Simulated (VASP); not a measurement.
# V3Si (Pm-3n) in VASP: a series of runs, part 2 of 2

VASP 6.6.1. Earlier steps stand in the parts before.

### Step 3. Single point, PBEsol

Contents of INCAR:

```
SYSTEM = V3Si
PREC = Accurate
ENCUT = 520
EDIFF = 1E-7
ISMEAR = 0
SIGMA = 0.1
LREAL = .False.
LASPH = .True.
NELM = 60
ALGO = Normal
ISIF = 2
LWAVE = .False.
LCHARG = .False.
GGA = PS
NBANDS = 53
```

Contents of KPOINTS:

```
Automatic mesh
0
Gamma
  12 12 12
  0 0 0
```

Contents of POSCAR:

```
V3Si
1.0
    4.6516600000      0.0000000000      0.0000000000
    0.0000000000      4.6516600000      0.0000000000
    0.0000000000      0.0000000000      4.6516600000
V Si
6 2
Direct
    0.2500000000      0.0000000000      0.5000000000
    0.7500000000      0.0000000000      0.5000000000
    0.0000000000      0.5000000000      0.2500000000
    0.0000000000      0.5000000000      0.7500000000
    0.5000000000      0.7500000000      0.0000000000
    0.5000000000      0.2500000000      0.0000000000
    0.0000000000      0.0000000000      0.0000000000
    0.5000000000      0.5000000000      0.5000000000
```

Potentials or basis: VASP PAW PBE potentials, release 64 (V_sv, Si).

Launch:

```console
> cat potpaw_PBE.64/V_sv/POTCAR potpaw_PBE.64/Si/POTCAR > POTCAR
> mpirun -np 1 vasp_std > vasp.out
```

OUTCAR:

```text
SYSTEM = V3Si
   PREC = Accurate
   ENCUT = 520
   EDIFF = 1E-7
   ISMEAR = 0
   LREAL = .False.
   LASPH = .True.
   NELM = 60
   ISIF = 2
   GGA = PS

 ion  position               nearest neighbor table
   1  0.250  0.000  0.500-   2 2.33   2 2.33   8 2.60   7 2.60   8 2.60   7 2.60   4 2.85   5 2.85
                             6 2.85   5 2.85   3 2.85   4 2.85   6 2.85   3 2.85
   2  0.750  0.000  0.500-   1 2.33   1 2.33   8 2.60   7 2.60   8 2.60   7 2.60   4 2.85   5 2.85
                             6 2.85   5 2.85   3 2.85   4 2.85   6 2.85   3 2.85
   3  0.000  0.500  0.250-   4 2.33   4 2.33   8 2.60   7 2.60   7 2.60   8 2.60   1 2.85   5 2.85
                             1 2.85   2 2.85   6 2.85   5 2.85   6 2.85   2 2.85
   4  0.000  0.500  0.750-   3 2.33   3 2.33   8 2.60   7 2.60   7 2.60   8 2.60   1 2.85   5 2.85
                             1 2.85   2 2.85   6 2.85   5 2.85   6 2.85   2 2.85
   5  0.500  0.750  0.000-   6 2.33   6 2.33   8 2.60   8 2.60   7 2.60   7 2.60   3 2.85   1 2.85
                             2 2.85   4 2.85   1 2.85   3 2.85   4 2.85   2 2.85
   6  0.500  0.250  0.000-   5 2.33   5 2.33   8 2.60   8 2.60   7 2.60   7 2.60   3 2.85   1 2.85
                             2 2.85   4 2.85   1 2.85   3 2.85   4 2.85   2 2.85
[... 216 lines left out ...]
      4     -52.5669      2.00000
      5     -52.5669      2.00000
      6     -52.5669      2.00000
[... 1333 lines left out ...]
     52      12.8553      0.00000
     53      12.9624      0.00000

 [... further k-points ...]

------------------------ aborting loop because EDIFF is reached ----------------------------------------

  FORCE on cell =-STRESS in cart. coord.  units (eV):
  Direction    XX          YY          ZZ          XY          YZ          ZX
  --------------------------------------------------------------------------------------
  -------------------------------------------------------------------------------------
  Total        0.0313694      0.0313694      0.0313694     -0.0000000     -0.0000000     -0.0000000
  in kB        0.4993358      0.4993358      0.4993358     -0.0000000     -0.0000000     -0.0000000
  external PRESSURE =       0.4993358 kB  Pullay stress =       0.0000000 kB

 VOLUME and BASIS-vectors are now :
 -----------------------------------------------------------------------------
  energy-cutoff  :      520.00
  volume of cell :      100.65
      direct lattice vectors                 reciprocal lattice vectors
     4.651660000  0.000000000  0.000000000     0.214977019  0.000000000  0.000000000
     0.000000000  4.651660000  0.000000000     0.000000000  0.214977019  0.000000000
     0.000000000  0.000000000  4.651660000     0.000000000  0.000000000  0.214977019

 POSITION                                       TOTAL-FORCE (eV/Angst)
 -----------------------------------------------------------------------------------
      1.16291      0.00000      2.32583        -0.000000      0.000000     -0.000000
      3.48874      0.00000      2.32583         0.000000      0.000000     -0.000000
      0.00000      2.32583      1.16291         0.000000     -0.000000     -0.000000
      0.00000      2.32583      3.48874        -0.000000      0.000000      0.000000
      2.32583      3.48874      0.00000        -0.000000      0.000000     -0.000000
      2.32583      1.16291      0.00000         0.000000     -0.000000      0.000000
      0.00000      0.00000      0.00000         0.000000     -0.000000      0.000000
      2.32583      2.32583      2.32583         0.000000     -0.000000      0.000000
 -----------------------------------------------------------------------------------
    total drift:                                0.000000      0.000000     -0.000000

  FREE ENERGIE OF THE ION-ELECTRON SYSTEM (eV)
  ---------------------------------------------------
  free  energy   TOTEN  =       -73.4379571334 eV

  energy  without entropy=      -73.3646094412  energy(sigma->0) =      -73.40128329
```

stdout:

```text
POSCAR found type information on POSCAR V Si
 POSCAR found :  2 types and       8 ions
 scaLAPACK will be used
 -----------------------------------------------------------------------------
|                                                                             |
|                                                                             |
|     You enforced a specific xc type in the INCAR file but a different       |
|     I HOPE YOU KNOW WHAT YOU ARE DOING!                                     |
|                                                                             |
 -----------------------------------------------------------------------------

 LDA part: xc-table for (Slater+PW92), standard interpolation
 POSCAR, INCAR and KPOINTS ok, starting setup
 FFT: planning ... GRIDC
 FFT: planning ... GRID_SOFT
 FFT: planning ... GRID
 WAVECAR not read
 entering main loop
```

It took 7.6 min on 1 thread of Intel Xeon Platinum 8488C (Sapphire Rapids), shared host; peak memory 0.43 GiB.

What came out:

```yaml
Free_energy: -73.4380 eV
Pressure: 0.0 GPa
Band_gap_on_the_k_mesh: none (metal or under the smearing width)
```

Levels at points of the mesh, in eV from the Fermi level:
```csv
k point,band 40,band 41,band 42,band 43,band 44,band 45,band 46,band 47
"(0.00, 0.00, 0.00)",-0.62,-0.62,-0.62,-0.01,-0.01,2.09,2.09,2.09
"(0.50, 0.00, 0.00)",-0.86,-0.71,-0.71,-0.42,-0.42,1.31,1.31,1.93
"(0.50, 0.50, 0.00)",-0.09,0.06,0.40,0.40,0.44,0.44,0.48,0.72
"(0.50, 0.50, 0.50)",-0.08,-0.08,-0.08,0.08,0.08,0.08,0.08,0.08
```

Caveat: the PAW data sets were made with another functional, which shifts forces and pressure a little.

### Step 4. Single point, PBEsol

Edit INCAR of step 3 so:

```diff
@@ -5,3 +5,3 @@
 ISMEAR = 0
-SIGMA = 0.1
+SIGMA = 0.5
 LREAL = .False.
```

Contents of KPOINTS:

```
Automatic mesh
0
Gamma
  8 8 8
  0 0 0
```

POSCAR is that of step 3.

Launch:

```console
> cat potpaw_PBE.64/V_sv/POTCAR potpaw_PBE.64/Si/POTCAR > POTCAR
> mpirun -np 1 vasp_std > vasp.out
```

Run time: 3.1 min. Hardware: 1 thread of Intel Xeon Platinum 8488C (Sapphire Rapids), shared host; peak memory 0.29 GiB.

Results (log left out):

```yaml
Free_energy: -74.0396 eV
Pressure: 0.7 GPa
Band_gap_on_the_k_mesh: none (metal or under the smearing width)
```

Levels at points of the mesh, in eV from the Fermi level:
| k point | band 41 | band 42 | band 43 | band 44 | band 45 | band 46 | band 47 | band 48 |
| --- | --- | --- | --- | --- | --- | --- | --- | --- |
| (0.00, 0.00, 0.00) | -0.73 | -0.73 | -0.10 | -0.10 | 2.00 | 2.00 | 2.00 | 2.71 |
| (0.50, 0.00, 0.00) | -0.82 | -0.82 | -0.52 | -0.52 | 1.23 | 1.23 | 1.84 | 1.84 |
| (0.50, 0.50, 0.00) | -0.04 | 0.31 | 0.31 | 0.35 | 0.35 | 0.38 | 0.62 | 0.98 |
| (0.50, 0.50, 0.50) | -0.17 | -0.17 | -0.01 | -0.01 | -0.01 | -0.01 | -0.01 | -0.01 |

Caveat: the PAW data sets were made with another functional, which shifts forces and pressure a little.

### Step 5. Single point, PBEsol

Edit INCAR of step 4 so:

```diff
@@ -2,6 +2,6 @@
 PREC = Accurate
-ENCUT = 520
+ENCUT = 900
 EDIFF = 1E-7
 ISMEAR = 0
-SIGMA = 0.5
+SIGMA = 0.1
 LREAL = .False.
```

KPOINTS is that of step 4.

POSCAR is that of step 4.

Launch:

```console
> cat potpaw_PBE.64/V_sv/POTCAR potpaw_PBE.64/Si/POTCAR > POTCAR
> mpirun -np 1 vasp_std > vasp.out
```

Run time: 7.5 min. Hardware: 1 thread of Intel Xeon Platinum 8488C (Sapphire Rapids), shared host; peak memory 0.51 GiB.

Results (log left out):

```
Free energy            : -73.4446 eV
Pressure               : 0.1 GPa
Band gap on the k mesh : none (metal or under the smearing width)
```

Levels at points of the mesh, in eV from the Fermi level:
| k point | band 39 | band 40 | band 41 | band 42 | band 43 | band 44 | band 45 | band 46 | band 47 | band 48 |
| --- | --- | --- | --- | --- | --- | --- | --- | --- | --- | --- |
| (0.00, 0.00, 0.00) | -0.97 | -0.62 | -0.62 | -0.62 | -0.01 | -0.01 | 2.09 | 2.09 | 2.09 | 2.80 |
| (0.50, 0.00, 0.00) | -0.86 | -0.86 | -0.71 | -0.71 | -0.42 | -0.42 | 1.31 | 1.31 | 1.93 | 1.93 |
| (0.50, 0.50, 0.00) | -0.09 | -0.09 | 0.06 | 0.39 | 0.39 | 0.44 | 0.44 | 0.48 | 0.72 | 1.07 |
| (0.50, 0.50, 0.50) | -0.08 | -0.08 | -0.08 | -0.08 | 0.08 | 0.08 | 0.08 | 0.08 | 0.08 | 0.08 |

Caveat: the PAW data sets were made with another functional, which shifts forces and pressure a little.

### Step 6. The runs side by side

```tsv
k mesh	cutoff (eV)	smearing	gap on the mesh (eV)	pressure (GPa)
8 × 8 × 8	700	gaussian 0.1 eV	none	0.0
12 × 12 × 12	520	gaussian 0.1 eV	none	0.0
8 × 8 × 8	520	gaussian 0.5 eV	none	0.7
8 × 8 × 8	900	gaussian 0.1 eV	none	0.1
```

Alike in all rows: task single point; level PBEsol; potentials or basis VASP PAW PBE potentials, release 64 (V_sv, Si); no spin polarisation; cell as given.

Every run on the cell as given and a fine mesh finds a metal.

Caveats: the PAW data sets were made with another functional, which shifts forces and pressure a little.

Total energies depend on the potentials used, so only differences within one code and one set of settings carry meaning.
